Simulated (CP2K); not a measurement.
# Cd (P-1) in CP2K: convergence with cutoff ry

Aim: find how far cutoff ry must go before the results for Cd settle, at PBEsol. This setting moves, with any that are tied to it; all else stays.

Program: CP2K 2026.2. These are calculated values, not measurements. Logs are shortened: lines on timing, memory, paths and dates and some standing lists are left out, and cuts for length are marked.

### Step 1. The cell of the first run

The typed cell holds 1 atom: a = 3.107 Å, b = 3.150 Å, c = 3.062 Å, α = 110.03°, β = 110.21°, γ = 109.38°.

This isn't the form of Cd at room conditions, which is hcp.

The cell isn't the ideal one: cell strained at random at fixed volume.

### Step 2. With cutoff ry 90 Ry

Contents of cd_converge.inp:

```
&GLOBAL
  PROJECT cd_converge
  RUN_TYPE ENERGY_FORCE
  PRINT_LEVEL LOW
&END GLOBAL
&FORCE_EVAL
  METHOD QS
  STRESS_TENSOR ANALYTICAL
  &DFT
    BASIS_SET_FILE_NAME BASIS_MOLOPT_UZH
    POTENTIAL_FILE_NAME POTENTIAL_UZH
    &MGRID
      CUTOFF 90
      REL_CUTOFF 60
      NGRIDS 5
    &END MGRID
    &QS
      METHOD GPW
      EPS_DEFAULT 1.0E-9
    &END QS
    &KPOINTS
      SCHEME MONKHORST-PACK 8 8 8
      GAMMA_CENTERED T
      SYMMETRY T
      SYMMETRY_BACKEND SPGLIB
    &END KPOINTS
    &SCF
      SCF_GUESS ATOMIC
      EPS_SCF 1.0E-6
      MAX_SCF 100
      ADDED_MOS 8
      CHOLESKY OFF
      EPS_EIGVAL 1.0E-7
      &DIAGONALIZATION ON
        ALGORITHM STANDARD
      &END DIAGONALIZATION
      &MIXING ON
        METHOD BROYDEN_MIXING
        ALPHA 0.4
        BETA 1.5
        NBUFFER 8
      &END MIXING
      &SMEAR ON
        METHOD FERMI_DIRAC
        ELECTRONIC_TEMPERATURE [K] 116.045
      &END SMEAR
    &END SCF
    &XC
      &XC_FUNCTIONAL
        &GGA_X_PBE_SOL
        &END GGA_X_PBE_SOL
        &GGA_C_PBE_SOL
        &END GGA_C_PBE_SOL
      &END XC_FUNCTIONAL
    &END XC
    &PRINT
      &KPOINTS ON
      &END KPOINTS
      &MULLIKEN ON
      &END MULLIKEN
      &MO ON
        ENERGIES T
        OCCUPATION_NUMBERS T
        &EACH
          QS_SCF 0
        &END EACH
        ADD_LAST NUMERIC
      &END MO
    &END PRINT
  &END DFT
  &SUBSYS
    &CELL
      A 3.1069961435 0.0000000000 0.0000000000
      B -1.0452601600 2.9719605676 0.0000000000
      C -1.0581344476 -1.4841290997 2.4609106433
      PERIODIC XYZ
    &END CELL
    &COORD
      SCALED
      Cd  -0.0045410000 0.0000490000 -0.0048780000
    &END COORD
    &KIND Cd
      BASIS_SET TZVP-MOLOPT-PBE-GTH-q12
      POTENTIAL GTH-PBE-q12
    &END KIND
    &PRINT
      &ATOMIC_COORDINATES ON
      &END ATOMIC_COORDINATES
      &CELL ON
      &END CELL
    &END PRINT
  &END SUBSYS
  &PRINT
    &FORCES ON
    &END FORCES
    &STRESS_TENSOR ON
    &END STRESS_TENSOR
  &END PRINT
&END FORCE_EVAL
```

Potentials or basis: POTENTIAL_UZH Cd GTH-PBE-q12; TZVP-MOLOPT-PBE-GTH basis.

Command:

```console
$ OMP_NUM_THREADS=1 cp2k.psmp -i cd_converge.inp -o cd_converge.out
```

cd_converge.out:

```text

 CP2K| version string:                                       CP2K version 2026.2
 CP2K| Input file name                                           cd_converge.inp

 GLOBAL| Force Environment number                                              1
 GLOBAL| Basis set file name                                    BASIS_MOLOPT_UZH
 GLOBAL| Potential file name                                       POTENTIAL_UZH
 GLOBAL| MM Potential file name                                     MM_POTENTIAL
 GLOBAL| Coordinate file name                                      __STD_INPUT__
 GLOBAL| Method name                                                        CP2K
 GLOBAL| Project name                                                cd_converge
 GLOBAL| Run type                                                   ENERGY_FORCE
 GLOBAL| FFT library                                                       FFTW3
[... 8 lines left out ...]
 GLOBAL| CPU model name                                                  UNKNOWN

 CELL| Volume [angstrom^3]:                                            22.723729
 CELL| Vector a [angstrom]:       3.107     0.000     0.000   |a| =     3.106996
 CELL| Vector b [angstrom]:      -1.045     2.972     0.000   |b| =     3.150416
 CELL| Vector c [angstrom]:      -1.058    -1.484     2.461   |c| =     3.062412
 CELL| Angle (b,c), alpha [degree]:                                   110.031482
 CELL| Angle (a,c), beta  [degree]:                                   110.213736
 CELL| Angle (a,b), gamma [degree]:                                   109.377144
 CELL| Numerically orthorhombic:                                              NO
 CELL| Periodicity                                                           XYZ

 CELL_REF| Volume [angstrom^3]:                                        22.723729
 CELL_REF| Vector a [angstrom     3.107     0.000     0.000   |a| =     3.106996
 CELL_REF| Vector b [angstrom    -1.045     2.972     0.000   |b| =     3.150416
 CELL_REF| Vector c [angstrom    -1.058    -1.484     2.461   |c| =     3.062412
 CELL_REF| Angle (b,c), alpha [degree]:                               110.031482
 CELL_REF| Angle (a,c), beta  [degree]:                               110.213736
 CELL_REF| Angle (a,b), gamma [degree]:                               109.377144
 CELL_REF| Numerically orthorhombic:                                          NO
 CELL_REF| Periodicity                                                       XYZ
[... 9 lines left out ...]
 TOTAL NUMBERS AND MAXIMUM NUMBERS

  Total number of            - Atomic kinds:                                   1
                             - Atoms:                                          1
                             - Shell sets:                                     1
                             - Shells:                                        10
                             - Primitive Cartesian functions:                  5
                             - Cartesian basis functions:                     40
                             - Spherical basis functions:                     34

  Maximum angular momentum of- Orbital basis functions:                        3
                             - Local part of the GTH pseudopotential:          0
                             - Non-local part of the GTH pseudopotential:      4

 MODULE QUICKSTEP: ATOMIC COORDINATES IN ANGSTROM

   Atom Kind Element         X             Y             Z       Z(eff)     Mass
[... 106 lines left out ...]
    12 Broy./Diag. 0.40E+00    2.7     0.00000036       -45.9854564164  2.30E-07

  *** SCF run converged in    12 steps ***

  Electronic density on regular grids:        -11.9999999849        0.0000000151
  Core density on regular grids:               11.9999999864       -0.0000000136
  Total charge density on r-space grids:        0.0000000014
  Total charge density g-space grids:           0.0000000014

  Overlap energy of the core charge distribution:               0.00000000000746
  Self energy of the core charge distribution:                -73.85752545222887
  Core Hamiltonian energy:                                     23.93364360863933
  Hartree energy:                                              10.46246651196213
  Exchange-correlation energy:                                 -6.52403488914556
  Electronic entropic energy:                                  -0.00000619560974
  Fermi energy:                                                 0.24564364481987

  Total energy:                                               -45.98545641635202
  Total energy (extrapolated to T->0):                        -45.98545331854715

 MO| EIGENVALUES AND OCCUPATION NUMBERS FOR K POINT 1
 MO|
 MO|  Index      Eigenvalue [a.u.]        Eigenvalue [eV]             Occupation
 MO|      1              -0.088441              -2.406605               2.000000
 MO|      2              -0.082992              -2.258335               2.000000
 MO|      3              -0.081584              -2.220025               2.000000
 MO|      4              -0.057443              -1.563109               2.000000
 MO|      5              -0.057002              -1.551105               2.000000
 MO|      6               0.269141               7.323687               0.000000
 MO|      7               0.287174               7.814405               0.000000
 MO|      8               0.291458               7.930986               0.000000
 MO|      9               0.737359              20.064557               0.000000
 MO|     10               0.766417              20.855258               0.000000
 MO|     11               0.785795              21.382578               0.000000
 MO|     12               0.884318              24.063528               0.000000
 MO|     13               1.237623              33.677433               0.000000
[... 257 lines left out ...]
 MO|      4              -0.066866              -1.819517               2.000000
 MO|      5              -0.055063              -1.498353               2.000000
 MO|      6               0.140317               3.818227               2.000000
 MO|      7               0.400107              10.887465               0.000000
 MO|      8               0.473105              12.873831               0.000000
 MO|      9               0.558087              15.186314               0.000000
 MO|     10               0.655873              17.847201               0.000000
 MO|     11               0.879949              23.944635               0.000000
 MO|     12               0.981132              26.697955               0.000000
 MO|     13               1.116730              30.387775               0.000000
 MO|     14               1.292259              35.164168               0.000000
 MO| Sum:                                                              12.000000
 MO| E(Fermi):            0.245644 a.u.          6.684304 eV
 MO| Band gap:            0.259790 a.u.          7.069239 eV

 [... the levels of further k-points ...]

 !-----------------------------------------------------------------------------!
                     Mulliken Population Analysis

 #  Atom  Element  Kind  Atomic population                           Net charge
       1     Cd       1         12.000000                             -0.000000
 # Total charge                             12.000000                 -0.000000

 !-----------------------------------------------------------------------------!

 ENERGY| Total FORCE_EVAL ( QS ) energy [hartree]            -45.985456141243191

 FORCES| Atomic forces [hartree/bohr]
 FORCES|   Atom     x               y               z               |f|
 FORCES|      1  5.79465770E-03 -4.05869617E-03  7.52310684E-03   1.03270620E-02
 FORCES| Sum     5.79465770E-03 -4.05869617E-03  7.52310684E-03
 FORCES| Total atomic force                                       1.03270620E-02

 STRESS| Analytical stress tensor [bar]
 STRESS|                        x                   y                   z
 STRESS|      x        5.52748228116E+03   2.24841610346E+03  -6.82455569502E+03
 STRESS|      y        2.24841610346E+03   3.76953470009E+03  -4.96314111542E+03
 STRESS|      z       -6.82455569502E+03  -4.96314111542E+03  -2.42336027736E+04
 STRESS| 1/3 Trace                                            -4.97886193078E+03
 STRESS| Determinant                                          -5.41830645817E+11

 STRESS| Eigenvectors and eigenvalues of the analytical stress tensor [bar]
 STRESS|                        1                   2                   3
 STRESS| Eigenvalues  -2.63641672403E+04   2.23591473824E+03   9.19166670969E+03
 STRESS|      x           0.197259805347     -0.572608583065      0.795743664627
 STRESS|      y           0.144974013503      0.819806322949      0.553985675141
 STRESS|      z           0.969572640189     -0.006083046337     -0.244728200140
```

It took 38 s on 1 thread of Arm Neoverse V1, shared host; peak memory 0.21 GiB.

Results:

```
Free energy            : -1251.3279 eV
Pressure               : -0.5 GPa
Band gap on the k mesh : none (metal or under the smearing width)
```

### Step 3. With cutoff ry 140 Ry

cd_converge.inp: that of step 2 with these lines changed.

```diff
@@ -12,3 +12,3 @@
     &MGRID
-      CUTOFF 90
+      CUTOFF 140
       REL_CUTOFF 60
```

Potentials or basis: POTENTIAL_UZH Cd GTH-PBE-q12; TZVP-MOLOPT-PBE-GTH basis.

Command:

```console
$ OMP_NUM_THREADS=1 cp2k.psmp -i cd_converge.inp -o cd_converge.out
```

It took 43 s on 1 thread of Arm Neoverse V1, shared host; peak memory 0.21 GiB.

What came out:

```yaml
Free_energy: -1251.2595 eV
Pressure: -2.7 GPa
Band_gap_on_the_k_mesh: none (metal or under the smearing width)
```

### Step 4. With cutoff ry 190 Ry

cd_converge.inp: that of step 3 with these lines changed.

```diff
@@ -12,3 +12,3 @@
     &MGRID
-      CUTOFF 140
+      CUTOFF 190
       REL_CUTOFF 60
```

Command:

```console
$ OMP_NUM_THREADS=1 cp2k.psmp -i cd_converge.inp -o cd_converge.out
```

Run time: 40 s. Hardware: 1 thread of Arm Neoverse V1, shared host; peak memory 0.22 GiB.

Results:

```
Free energy            : -1251.2636 eV
Pressure               : -2.6 GPa
Band gap on the k mesh : none (metal or under the smearing width)
```

### Step 5. With cutoff ry 250 Ry

cd_converge.inp: that of step 4 with these lines changed.

```diff
@@ -12,3 +12,3 @@
     &MGRID
-      CUTOFF 190
+      CUTOFF 250
       REL_CUTOFF 60
```

Command:

```console
$ OMP_NUM_THREADS=1 cp2k.psmp -i cd_converge.inp -o cd_converge.out
```

Wall time 39 s (1 thread of Arm Neoverse V1, shared host); peak memory 0.22 GiB.

Results:

* Free energy: -1251.2671 eV
* Pressure: -2.5 GPa
* Band gap on the k mesh: none (metal or under the smearing width)

### Step 6. With cutoff ry 320 Ry

cd_converge.inp: that of step 5 with these lines changed.

```diff
@@ -12,3 +12,3 @@
     &MGRID
-      CUTOFF 250
+      CUTOFF 320
       REL_CUTOFF 60
```

Potentials or basis: POTENTIAL_UZH Cd GTH-PBE-q12; TZVP-MOLOPT-PBE-GTH basis.

Command:

```console
$ OMP_NUM_THREADS=1 cp2k.psmp -i cd_converge.inp -o cd_converge.out
```

It took 43 s on 1 thread of Arm Neoverse V1, shared host; peak memory 0.23 GiB.

Results:

```
Free energy            : -1251.2667 eV
Pressure               : -2.5 GPa
Band gap on the k mesh : none (metal or under the smearing width)
```

### Step 7. With cutoff ry 380 Ry

cd_converge.inp: that of step 6 with these lines changed.

```diff
@@ -12,3 +12,3 @@
     &MGRID
-      CUTOFF 320
+      CUTOFF 380
       REL_CUTOFF 60
```

Command:

```console
$ OMP_NUM_THREADS=1 cp2k.psmp -i cd_converge.inp -o cd_converge.out
```

It took 43 s on 1 thread of Arm Neoverse V1, shared host; peak memory 0.24 GiB.

What came out:

* Free energy: -1251.2666 eV
* Pressure: -2.5 GPa
* Band gap on the k mesh: none (metal or under the smearing width)

### Step 8. With cutoff ry 450 Ry

cd_converge.inp: that of step 7 with these lines changed.

```diff
@@ -12,3 +12,3 @@
     &MGRID
-      CUTOFF 380
+      CUTOFF 450
       REL_CUTOFF 60
```

Command:

```console
$ OMP_NUM_THREADS=1 cp2k.psmp -i cd_converge.inp -o cd_converge.out
```

Run time: 43 s. Hardware: 1 thread of Arm Neoverse V1, shared host; peak memory 0.25 GiB.

It converged, with:

| Item | Value |
| --- | --- |
| Free energy | -1251.2667 eV |
| Pressure | -2.5 GPa |
| Band gap on the k mesh | none (metal or under the smearing width) |

### Step 9. With cutoff ry 560 Ry

cd_converge.inp: that of step 8 with these lines changed.

```diff
@@ -12,3 +12,3 @@
     &MGRID
-      CUTOFF 450
+      CUTOFF 560
       REL_CUTOFF 60
```

Potentials or basis: POTENTIAL_UZH Cd GTH-PBE-q12; TZVP-MOLOPT-PBE-GTH basis.

Command:

```console
$ OMP_NUM_THREADS=1 cp2k.psmp -i cd_converge.inp -o cd_converge.out
```

Run time: 40 s. Hardware: 1 thread of Arm Neoverse V1, shared host; peak memory 0.26 GiB.

The run converged. Its results:

- Free energy: -1251.2667 eV
- Pressure: -2.5 GPa
- Band gap on the k mesh: none (metal or under the smearing width)

### Step 10. With cutoff ry 720 Ry

cd_converge.inp: that of step 9 with these lines changed.

```diff
@@ -12,3 +12,3 @@
     &MGRID
-      CUTOFF 560
+      CUTOFF 720
       REL_CUTOFF 60
```

Command:

```console
$ OMP_NUM_THREADS=1 cp2k.psmp -i cd_converge.inp -o cd_converge.out
```

Run time: 39 s. Hardware: 1 thread of Arm Neoverse V1, shared host; peak memory 0.3 GiB.

The run converged. Its results:

| Quantity | Value |
| --- | --- |
| Free energy | -1251.2667 eV |
| Pressure | -2.5 GPa |
| Band gap on the k mesh | none (metal or under the smearing width) |

### Step 11. Summary

```csv
cutoff ry,"energy less the tightest run, at zero smearing (meV/atom)",pressure (GPa),SCF cycles,CPU time (s),peak memory (GiB)
90 Ry,-61.22,-0.50,12,38,0.21
140 Ry,7.20,-2.65,12,43,0.21
190 Ry,3.07,-2.63,12,40,0.22
250 Ry,-0.47,-2.53,12,39,0.22
320 Ry,0.01,-2.52,12,43,0.23
380 Ry,0.03,-2.52,12,43,0.24
450 Ry,0.01,-2.52,12,43,0.25
560 Ry,0.00,-2.52,12,40,0.26
720 Ry,0.00,-2.52,12,39,0.3
```

Against the tightest run, the energy stays within 1 meV/atom from 250 Ry on; the pressure stays within 0.1 GPa from 250 Ry on. The tightest run that finished is the yardstick and may itself not be fully converged.

Caveats: the potentials were made for another functional, which shifts forces and pressure; the basis of atomic orbitals isn't converged, which shifts pressures, moduli and gaps.
